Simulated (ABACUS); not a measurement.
TiB2:

```
Ti B
1.0
     3.02920    0.00000    0.00000
    -1.51460    2.62336    0.00000
     0.00000    0.00000    3.22840
Ti B
1 2
Direct
  0.00000 0.00000 0.00000
  0.66667 0.33333 0.50000
  0.33333 0.66667 0.50000
```

```yaml
Program: ABACUS 3.10.1
Task: single point
Functional: PBE
Potentials_or_basis: PseudoDojo NC SR 0.4.1 PBE standard
Cutoff: 1143 eV
Density_cutoff: 4572 eV
Basis: plane waves
k_mesh: 10 × 10 × 8
Occupations: fermi-dirac, width 0.05 eV
Spin: no spin polarisation
```

On this cell: pressure 0.2 GPa; largest force under 0.003 eV/Å; band gap on the k mesh none (metal or under the smearing width).

The same run follows on a disturbed copy (atoms moved at random, drawn with an rms of 0.05 Å):

```
Ti B
1.0
     3.02920    0.00000    0.00000
    -1.51460    2.62336    0.00000
     0.00000    0.00000    3.22840
Ti B
1 2
Direct
  0.99663 0.98608 0.98473
  0.65640 0.31348 0.50274
  0.33149 0.66649 0.49409
```

Question: What does the disturbed cell give?

Answer: The energy (extrapolated to zero smearing) moves by +12.8 meV/atom; pressure 0.8 GPa; largest force 0.947 eV/Å; band gap on the k mesh none (metal or under the smearing width).

Forces on the atoms (eV/Å):
```
Ti  -0.205  0.139  0.636
B    0.046  0.780 -0.474
B    0.160 -0.919 -0.162
```

Stress tensor (GPa, compression positive):
```
-0.22  0.05 -0.16
 0.05  2.38  0.09
-0.16  0.09  0.27
```

Caveats: there are fewer bands than atomic start orbitals, so a level may be missed at k points of high symmetry.
